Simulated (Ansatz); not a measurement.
**BiTe: compression at zero temperature**

How does BiTe compress? Cell and atoms are relaxed at 7 pressures between -1 and 90 GPa.

Method: DFT PBEsol, scalar-relativistic, plane waves, PAW, in Ansatz 0.2.0.

1 further run of the same task is left out (set aside as unsound or not needed).

**1. The starting structure**

The structure is cubic, space group Fm-3m (No. 225). The conventional cell has a = 6.394 Å, b = 6.394 Å, c = 6.394 Å, α = 90.00°, β = 90.00°, γ = 90.00°. Bi (site symmetry m-3m) has 6 Te at 3.20 Å in its first shell of neighbours. Around Te (site symmetry m-3m) lie 6 Bi at 3.20 Å.

Structure file:

```
Bi Te
1.0
     0.00000    3.19715    3.19715
     3.19715    0.00000    3.19715
     3.19715    3.19715    0.00000
Bi Te
1 1
Cartesian
  0.0000 0.0000 0.0000
  3.1972 3.1972 3.1972
```

It is the result of an earlier relaxation at this level (volume 32.68 Å³/atom; gap on the mesh: none (metal)).

**2. Target pressure -1 GPa**

Contents of input.yaml:

```yaml
crystal:
  lattice:
    - [0.0, 3.2076092663, 3.2076092663]
    - [3.2076092663, 0.0, 3.2076092663]
    - [3.2076092663, 3.2076092663, 0.0]
  atoms:
    - { symbol: Bi, position: [0.0, 0.0, 0.0] }
    - { symbol: Te, position: [0.5, 0.5, 0.5] }
basis:
  ecutwfc: 420
kpoints:
  mp_grid: { grid: [12, 12, 12] }
hamiltonian:
  xc: pbesol
scf:
  occupations: { method: gaussian, width: 0.1 }
output:
  forces: true
  stress: true
  eigenvalues: true
relax:
  adjacent_minimum: "off"
  f_tol: 0.008
  max_steps: 50
  cell: { stress_tol: 0.08, p_target: -1.0 }
```

Started as:

```console
$ ansatz run input.yaml --threads 1 --pin off --max-ram 2560MiB --backend cpu --events-out ev --progress --plain --runs-dir out
```

Further runs follow: relaxing at 1 GPa; 4 GPa; target pressure 12 GPa; target pressure 25 GPa; relaxing at 50 GPa; target pressure 90 GPa.

What does the calculation give? Wanted: bulk modulus B0; B0'.

As calculated:

```
                                     quantity                        value
                             volume at 90 GPa  19.48 Å³/atom, V/V0 = 0.596
bulk modulus B0 (third-order Birch-Murnaghan)                       56 GPa
                                          B0'                          4.3
```

In words: Up to 90 GPa the volume falls by 40.4 %. A third-order Birch-Murnaghan curve fits the points with B0 = 56 GPa. Other structures may take over in this range; these runs cannot find them. The runs treat Bi, Te without spin-orbit coupling.
